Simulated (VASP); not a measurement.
# Al (Fm-3m) in VASP: a series of runs

One crystal, Al, is run at these levels: PBE; tasks: relaxation of cell and atoms, vibrations by finite differences.

Everything below comes from runs of VASP 6.6.1. Logs are shortened: lines on timing, memory, paths and dates and some standing lists are left out, and cuts for length are marked.

### Step 1. Starting point

The structure is cubic, space group Fm-3m (No. 225). Conventional cell: a = 4.050 Å, b = 4.050 Å, c = 4.050 Å, α = 90.00°, β = 90.00°, γ = 90.00°. Around Al (site symmetry m-3m) lie 12 Al at 2.86 Å.

### Step 2. Relaxation of cell and atoms, PBE

INCAR

```
PREC     = Accurate       # precision mode
ENCUT    = 520            # plane-wave cutoff, eV
EDIFF    = 1E-7           # SCF threshold, eV
ISMEAR   = 0              # smearing method
SIGMA    = 0.1            # smearing width, eV
LREAL    = False          # projectors in reciprocal space
LASPH    = True           # aspherical terms in the spheres
NELM     = 60             # most SCF steps
ALGO     = Fast           # electronic algorithm
ISIF     = 3              # what is computed and relaxed
LWAVE    = False          # write WAVECAR
LCHARG   = False          # write CHGCAR
GGA      = PE             # functional
IBRION   = 2              # ionic algorithm
NSW      = 80             # ionic steps
EDIFFG   = -0.002         # ionic threshold
```

KPOINTS

```
Automatic mesh
0
Gamma
  10 10 10
```

POSCAR

```
Al
1.0
    0.0000000000      2.0248050000      2.0248050000
    2.0248050000      0.0000000000      2.0248050000
    2.0248050000      2.0248050000      0.0000000000
Al
1
Direct
    0.0000000000      0.0000000000      0.0000000000
```

Potentials or basis: VASP PAW PBE potentials, release 64 (Al).

The run is started by

```console
$ cat potpaw_PBE.64/Al/POTCAR > POTCAR
$ mpirun -np 1 vasp_std > vasp.out
```

OUTCAR:

```text
PREC = Accurate
   ENCUT = 520
   EDIFF = 1E-7
   ISMEAR = 0
   LREAL = False
   LASPH = True
   NELM = 60
   ISIF = 3
   GGA = PE
   IBRION = 2
   NSW = 80
   EDIFFG = -0.002

 ion  position               nearest neighbor table
   1  0.000  0.000  0.000-

  LATTYP: Found a face centered cubic cell.
 ALAT       =     4.0496100000

  Lattice vectors:

 A1 = (   0.0000000000,   2.0248050000,   2.0248050000)
 A2 = (   2.0248050000,   0.0000000000,   2.0248050000)
 A3 = (   2.0248050000,   2.0248050000,   0.0000000000)

Analysis of symmetry for initial positions (statically):
=====================================================================
 Subroutine PRICEL returns:
 Original cell was already a primitive cell.

 Routine SETGRP: Setting up the symmetry group for a
 face centered cubic supercell.

 Subroutine GETGRP returns: Found 48 space group operations
 (whereof 48 operations were pure point group operations)
 out of a pool of 48 trial point group operations.

The static configuration has the point symmetry O_h .

Analysis of symmetry for dynamics (positions and initial velocities):
=====================================================================
 Subroutine PRICEL returns:
 Original cell was already a primitive cell.

 Routine SETGRP: Setting up the symmetry group for a
 face centered cubic supercell.

 Subroutine GETGRP returns: Found 48 space group operations
 (whereof 48 operations were pure point group operations)
 out of a pool of 48 trial point group operations.

The dynamic configuration has the point symmetry O_h .

 Subroutine INISYM returns: Found 48 space group operations
 (whereof 48 operations are pure point group operations),
 and found     1 'primitive' translations

----------------------------------------------------------------------------------------

                                     Primitive cell

  volume of cell :      16.6027

  direct lattice vectors                    reciprocal lattice vectors
     0.000000000  2.024805000  2.024805000    -0.246937359  0.246937359  0.246937359
     2.024805000  0.000000000  2.024805000     0.246937359 -0.246937359  0.246937359
     2.024805000  2.024805000  0.000000000     0.246937359  0.246937359 -0.246937359

  length of vectors
     2.863506692  2.863506692  2.863506692     0.427708053  0.427708053  0.427708053

  position of ions in fractional coordinates (direct lattice)
     0.000000000  0.000000000  0.000000000

  ion indices of the primitive-cell ions
   primitive index   ion index
                 1           1

----------------------------------------------------------------------------------------

 KPOINTS: Automatic mesh

Automatic generation of k-mesh.
 Grid dimensions read from file:
 generate k-points for:   10   10   10

 Generating k-lattice:

  Cartesian coordinates                     Fractional coordinates (reciprocal lattice)
    -0.024693736  0.024693736  0.024693736     0.100000000  0.000000000  0.000000000
     0.024693736 -0.024693736  0.024693736     0.000000000  0.100000000  0.000000000
     0.024693736  0.024693736 -0.024693736     0.000000000  0.000000000  0.100000000

  Length of vectors
     0.042770805  0.042770805  0.042770805

  Shift w.r.t. Gamma in fractional coordinates (k-lattice)
     0.000000000  0.000000000  0.000000000

 Subroutine IBZKPT returns following result:
 ===========================================

 Found     47 irreducible k-points:

 Following reciprocal coordinates:
            Coordinates               Weight
  0.000000  0.000000  0.000000      1.000000
  0.100000  0.000000  0.000000      8.000000
  0.200000  0.000000  0.000000      8.000000
  0.300000  0.000000  0.000000      8.000000
  0.400000  0.000000  0.000000      8.000000
  0.500000  0.000000  0.000000      4.000000
[... 16 lines left out ...]
  0.300000  0.300000  0.000000      6.000000
  0.400000  0.300000  0.000000     24.000000
 [... further k-points ...]
   k-points           NKPTS =     47   k-points in BZ     NKDIM =     47   number of bands    NBANDS=      5
   number of dos      NEDOS =    301   number of ions     NIONS =      1
   total plane-waves  NPLWV =  13824
   dimension x,y,z NGX =    24 NGY =   24 NGZ =   24
   dimension x,y,z NGXF=    48 NGYF=   48 NGZF=   48
   ions per type =               1
   NGX,Y,Z   is equivalent  to a cutoff of  13.93, 13.93, 13.93 a.u.
   NGXF,Y,Z  is equivalent  to a cutoff of  27.87, 27.87, 27.87 a.u.
 SYSTEM =  unknown system
   PREC   = accura    normal or accurate (medium, high low for compatibility)
   ISTART =      0    job   : 0-new  1-cont  2-samecut
   ICHARG =      2    charge: 1-file 2-atom 10-const
   ISPIN  =      1    spin polarized calculation?
   LNONCOLLINEAR =      F non collinear calculations
   LSORBIT =      F    spin-orbit coupling
   LASPH  =      T    aspherical Exc in radial PAW
   ENCUT  =  520.0 eV  38.22 Ry    6.18 a.u.   5.32  5.32  5.32*2*pi/ulx,y,z
   NELM   =     60;   NELMIN=  2; NELMDL= -5     # of ELM steps
   EDIFF  = 0.1E-06   stopping-criterion for ELM
   LREAL  =      F    real-space projection
   EDIFFG = -.2E-02   stopping-criterion for IOM
   NSW    =     80    number of steps for IOM
   IBRION =      2    ionic relax: 0-MD 1-quasi-New 2-CG
   NFREE  =      1    steps in history (QN), initial steepest desc. (CG)
   ISIF   =      3    stress and relaxation
   ISYM   =      2    0-nonsym 1-usesym 2-fastsym
   POTIM  = 0.5000    time-step for ionic-motion
   TEBEG  =    0.0;   TEEND  =   0.0 temperature during run
   PSTRESS=    0.0 pullay stress
   NELECT =       3.0000    total number of electrons
   NUPDOWN=      -1.0000    fix difference up-down
   EMIN   =  10.00;   EMAX   =-10.00  energy-range for DOS
   EFERMI =   0.00;   METHOD = LEGACY
   ISMEAR =     0;   SIGMA  =   0.10  broadening in eV -4-tet -1-fermi 0-gaus
   EFERMI_NEDOS =   21; number of points for ismear=-14 and -15
   IALGO  =     68    algorithm
   IMIX   =      4    mixing-type and parameters
     AMIX     =   0.40;   BMIX     =  1.00
     AMIX_MAG =   1.60;   BMIX_MAG =  1.00
  volume/ion in A,a.u.               =      16.60       112.04
  Fermi-wavevector in a.u.,A,eV,Ry     =   0.925526  1.748991 11.654733  0.856599
  Thomas-Fermi vector in A             =   2.051390
   LORBIT       =      0    0 simple, 1 ext, 2 COOP (PROOUT), +10 PAW based schemes
   GGA     = PE    functional components
   LHFCALC =     F    Hartree Fock is set to
   AEXX    =    0.0000 exact exchange contribution
   IVDW    =     0    specifies the selected vdW correction
   LEPSILON=     F    determine dielectric tensor
   LRPA    =     F    only Hartree local field effects (RPA)
 conjugate gradient relaxation of ions
 non-spin polarized calculation
 RMM-DIIS sequential band-by-band and
 Gauss-broadening in eV      SIGMA  =   0.10
  energy-cutoff  :      520.00
  volume of cell :       16.60
 maximum number of plane-waves:       459
 NGX is ok and might be reduce to    24
   NGX = 11   NGY = 11   NGZ = 11

--------------------------------------- Ionic step        1  -------------------------------------------

 number of electron       3.0000000 magnetization

 Free energy of the ion-electron system (eV)
  ---------------------------------------------------
  ext. energy  EPLUGINS =         0.00000000
  ---------------------------------------------------
  free energy    TOTEN  =        -3.72765689 eV

  energy without entropy =       -3.72232325  energy(sigma->0) =       -3.72499007

------------------------ aborting loop because EDIFF is reached ----------------------------------------

  FORCE on cell =-STRESS in cart. coord.  units (eV):
  Direction    XX          YY          ZZ          XY          YZ          ZX
  --------------------------------------------------------------------------------------
  -------------------------------------------------------------------------------------
  Total       -0.0621486     -0.0621486     -0.0621486      0.0000000      0.0000000     -0.0000000
  in kB       -5.9973885     -5.9973885     -5.9973885      0.0000000      0.0000000     -0.0000000
  external PRESSURE =      -5.9973885 kB  Pullay stress =       0.0000000 kB

 VOLUME and BASIS-vectors are now :
 -----------------------------------------------------------------------------
  energy-cutoff  :      520.00
  volume of cell :       16.60
      direct lattice vectors                 reciprocal lattice vectors
     0.000000000  2.024805000  2.024805000    -0.246937359  0.246937359  0.246937359
     2.024805000  0.000000000  2.024805000     0.246937359 -0.246937359  0.246937359
     2.024805000  2.024805000  0.000000000     0.246937359  0.246937359 -0.246937359

 POSITION                                       TOTAL-FORCE (eV/Angst)
 -----------------------------------------------------------------------------------
      0.00000      0.00000      0.00000         0.000000      0.000000      0.000000
 -----------------------------------------------------------------------------------
    total drift:                                0.000000     -0.000000     -0.000000

  FREE ENERGIE OF THE ION-ELECTRON SYSTEM (eV)
  ---------------------------------------------------
  free  energy   TOTEN  =        -3.7276568947 eV

  energy  without entropy=       -3.7223232465  energy(sigma->0) =       -3.72499007

--------------------------------------- Ionic step        2  -------------------------------------------

 number of electron       3.0000000 magnetization

 Free energy of the ion-electron system (eV)
  ---------------------------------------------------
  ext. energy  EPLUGINS =         0.00000000
  ---------------------------------------------------
  free energy    TOTEN  =        -3.72793132 eV

  energy without entropy =       -3.72280437  energy(sigma->0) =       -3.72536784

 E-fermi :   8.1617     XC(G=0): -10.2076

 val. band max:        8.1476475556   @ k =  -0.4000   0.4000   0.1000
 cond. band min:       8.2314303031   @ k =  -0.3000   0.4000   0.1000
 fundamental gap:      0.0837827476
 Fermi energy:         8.1617382938

 k-point     1 :       0.0000    0.0000    0.0000
  band No.  band energies     occupation
      1      -3.1254      2.00000
      2      20.6629      0.00000
      3      20.6629      0.00000
      4      20.6629      0.00000
      5      22.1752      0.00000

 k-point     2 :       0.1000    0.0000    0.0000
  band No.  band energies     occupation
      1      -2.8532      2.00000
      2      17.3728      0.00000
      3      19.9433      0.00000
      4      19.9433      0.00000
      5      22.8246      0.00000

 k-point     3 :       0.2000    0.0000    0.0000
  band No.  band energies     occupation
      1      -2.0397      2.00000
      2      13.3705      0.00000
      3      19.1863      0.00000
      4      19.1863      0.00000
      5      22.5346      0.00000

 k-point     4 :       0.3000    0.0000    0.0000
  band No.  band energies     occupation
      1      -0.6942      2.00000
      2       9.6701      0.00000
      3      18.8358      0.00000
      4      18.8358      0.00000
      5      21.9446      0.00000
[... 137 lines left out ...]
 k-point    22 :      -0.2000    0.2000    0.0000
  band No.  band energies     occupation
      1      -0.2486      2.00000
      2      11.1056      0.00000
      3      12.6006      0.00000
      4      19.2314      0.00000
      5      21.2564      0.00000

 k-point    23 :       0.3000    0.3000    0.0000
  band No.  band energies     occupation
      1       0.1061      2.00000
      2      13.9244      0.00000
      3      14.7144      0.00000
      4      14.8690      0.00000
      5      14.8690      0.00000

 k-point    24 :       0.4000    0.3000    0.0000
  band No.  band energies     occupation
      1       1.4285      2.00000
      2      11.4748      0.00000
      3      11.9217      0.00000
      4      14.4850      0.00000
      5      15.7863      0.00000

 [... further k-points ...]
[... 5 lines left out ...]
  --------------------------------------------------------------------------------------
  -------------------------------------------------------------------------------------
  Total        0.0019905      0.0019905      0.0019905      0.0000000      0.0000000     -0.0000000
  in kB        0.1938254      0.1938254      0.1938254      0.0000000      0.0000000     -0.0000000
  external PRESSURE =       0.1938254 kB  Pullay stress =       0.0000000 kB

 VOLUME and BASIS-vectors are now :
 -----------------------------------------------------------------------------
  energy-cutoff  :      520.00
  volume of cell :       16.45
      direct lattice vectors                 reciprocal lattice vectors
     0.000000000  2.018734204  2.018734204    -0.247679957  0.247679957  0.247679957
     2.018734204  0.000000000  2.018734204     0.247679957 -0.247679957  0.247679957
     2.018734204  2.018734204 -0.000000000     0.247679957  0.247679957 -0.247679957

 POSITION                                       TOTAL-FORCE (eV/Angst)
 -----------------------------------------------------------------------------------
      0.00000      0.00000      0.00000        -0.000000     -0.000000     -0.000000
 -----------------------------------------------------------------------------------
    total drift:                               -0.000000      0.000000     -0.000000

  FREE ENERGIE OF THE ION-ELECTRON SYSTEM (eV)
  ---------------------------------------------------
  free  energy   TOTEN  =        -3.7279313212 eV

  energy  without entropy=       -3.7228043659  energy(sigma->0) =       -3.72536784

 reached required accuracy - stopping structural energy minimisation
```

Run time: 5.5 s. Hardware: 1 thread of AMD EPYC 9R14 (Zen 4), shared host; peak memory 0.1 GiB.

What came out:

```yaml
Free_energy: -3.7279 eV
Relaxed_volume: 16.45 Å³/atom
Relaxed_cell: a = 2.855 Å, b = 2.855 Å, c = 2.855 Å, α = 60.00°, β = 60.00°, γ = 60.00°
Space_group_after_relaxing_to_0.05_Å: Fm-3m (No. 225)
Energy_gained_by_relaxing: 0.3 meV/atom
Ionic_steps: 2
Pressure_after_relaxing: 0.0 GPa
Band_gap_on_the_k_mesh: none (metal or under the smearing width)
```

The path:
```
step  energy change (eV)  largest force (eV/Å)  pressure (GPa)  volume (Å³)
   1              0.0000                0.0000           -0.60        16.60
   2             -0.0003                0.0000            0.02        16.45
```

Final structure:
```
Al
1.0
     0.00000    2.01873    2.01873
     2.01873    0.00000    2.01873
     2.01873    2.01873    0.00000
Al
1
Direct
  0.00000 0.00000 0.00000
```

(Continued in part 2 of 2.)
